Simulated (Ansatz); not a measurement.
## BaTiO3: relaxation of cell and atoms with PBEsol

BaTiO3:

```
CELL_PARAMETERS angstrom
4.00600 0.00000 0.00000
0.00000 4.00600 0.00000
0.00000 0.00000 4.00600
ATOMIC_POSITIONS crystal
Ba 0.50000 0.50000 0.50000
Ti 0.00000 0.00000 0.00000
O 0.00000 0.00000 0.50000
O 0.00000 0.50000 0.00000
O 0.50000 0.00000 0.00000
```

```json
{"Program": "Ansatz 0.2.0", "Task": "relaxation of cell and atoms", "Functional": "PBEsol", "Potentials or basis": "Ansatz PAW", "Cutoff": "420 eV (not typed: the program's choice for these potentials)", "k mesh": "5 × 5 × 5", "Occupations": "fermi-dirac, width 0.05 eV", "Spin": "no spin polarisation"}
```

```json
{
 "Relaxed volume": "12.51 Å³/atom",
 "Relaxed cell": "a = 3.970 Å, b = 3.970 Å, c = 3.970 Å, α = 90.00°, β = 90.00°, γ = 90.00°",
 "Space group after relaxing (to 0.05 Å)": "Pm-3m (No. 221)",
 "Energy gained by relaxing": "5.2 meV/atom",
 "Ionic steps": "6",
 "Pressure after relaxing": "0.0 GPa",
 "Band gap on the k mesh": "1.89 eV, direct"
}
```

The path:
```
step  energy change (eV)  largest force (eV/Å)  volume (Å³)
   1              0.0000                0.0000        64.29
   2             -0.0312                0.0000        62.46
   3             -0.0308                0.0000        62.63
   4             -0.0255                0.0000        62.63
   5             -0.0258                0.0000        62.57
   6             -0.0258                0.0000        62.57
```

Final structure:
```cif
data_structure
_symmetry_space_group_name_H-M 'P 1'
_symmetry_Int_Tables_number 1
_cell_length_a 3.9699
_cell_length_b 3.9699
_cell_length_c 3.9699
_cell_angle_alpha 90.000
_cell_angle_beta 90.000
_cell_angle_gamma 90.000
_cell_volume 62.57
loop_
_atom_site_label
_atom_site_type_symbol
_atom_site_fract_x
_atom_site_fract_y
_atom_site_fract_z
_atom_site_occupancy
Ba1 Ba 0.50000 0.50000 0.50000 1
Ti1 Ti 0.00000 0.00000 0.00000 1
O1 O 0.00000 0.00000 0.50000 1
O2 O 0.00000 0.50000 0.00000 1
O3 O 0.50000 0.00000 0.00000 1
```

Levels at points of the mesh, in eV from the valence-band top:
```csv
k point,band 16,band 17,band 18,band 19,band 20,band 21,band 22,band 23,band 24,band 25
"(0.00, 0.00, 0.00)",-1.09,-1.09,0.00,0.00,0.00,1.89,1.89,1.89,4.25,4.25
```

It took 5.4 s on 2 threads of Arm Neoverse V1 (shared host), peak memory 0.34 GiB.

Caveat: odd divisions of the mesh miss points on the zone boundary, where band edges often lie, so the gap on the mesh can be too wide; the plane-wave basis is chosen anew once the cell has moved, so the energies of steps on either side of that aren't comparable; the pressure holds a Pulay correction of +0.6 GPa for the finite cutoff; spin-orbit coupling is left out, which moves the levels of the heavy elements; the PAW data sets come from PBE, with cores solved anew for the run's functional, which leaves a small shift of forces and pressure. A k mesh can miss the band edges.
